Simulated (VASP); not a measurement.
Wanted: the native input for a VASP 6.6.1 run.

```yaml
Task: Born charges and dielectric tensor
Functional: LDA
Potentials_or_basis: VASP PAW LDA potentials, release 64 (Pt, S)
Cutoff: 520 eV
k_mesh: 9 × 9 × 5
Occupations: fermi-dirac, width 0.05 eV
Spin: no spin polarisation
Further_INCAR_settings: ALGO = Normal; EDIFF = 1e-08; IBRION = 8
```

The structure of PtS2 lies in POSCAR:

```
PtS2
1.0
    3.5432000000      0.0000000000      0.0000000000
   -1.7716000000      3.0685012107      0.0000000000
    0.0000000000      0.0000000000      5.0388000000
Pt S
1 2
Direct
    0.0000000000      0.0000000000      0.0000000000
    0.6666666667      0.3333333333      0.7730000000
    0.3333333333      0.6666666667      0.2270000000
```

The input as run:

INCAR

```
SYSTEM = PtS2
ALGO     = Normal         ! electronic algorithm
EDIFF    = 1E-8           ! SCF threshold, eV
ENCUT    = 520            ! plane-wave cutoff, eV
GGA      = CA             ! functional
IBRION   = 8              ! ionic algorithm
ISIF     = 2              ! what is computed and relaxed
ISMEAR   = -1             ! smearing method
LASPH    = .TRUE.         ! aspherical terms in the spheres
LCHARG   = .FALSE.        ! write CHGCAR
LEPSILON = .TRUE.         ! dielectric tensor by DFPT
LREAL    = .FALSE.        ! projectors in reciprocal space
LWAVE    = .FALSE.        ! write WAVECAR
NELM     = 80             ! most SCF steps
PREC     = Accurate       ! precision mode
SIGMA    = 0.05           ! smearing width, eV
```

KPOINTS

```
k-points
0
G
  9 9 5
  0 0 0
```

Potentials or basis: VASP PAW LDA potentials, release 64 (Pt, S).

Run with:

```sh
$ cat potpaw_LDA.64/Pt/POTCAR potpaw_LDA.64/S/POTCAR > POTCAR
$ mpirun -np 1 vasp_std > vasp.out
```

Results of the run:

```json
{
 "Band gap on the k mesh": "0.91 eV, indirect (least direct gap 0.96 eV)",
 "Electronic dielectric tensor (diagonal)": "19.38, 19.38, 10.92",
 "Born charges (mean of the diagonal)": "Pt +1.69; S -0.85 e",
 "Highest phonon frequency at Γ, LO-TO splitting left out": "344 cm⁻¹"
}
```

Caveat: spin-orbit coupling is left out, which moves the levels of the heavy elements; an odd mesh through Γ misses points on the zone boundary, where band edges often lie.

Wall time 7.2 min on 1 thread of Intel(R) Xeon(R) 6975P-C (Granite Rapids) (shared host), peak memory 0.48 GiB.
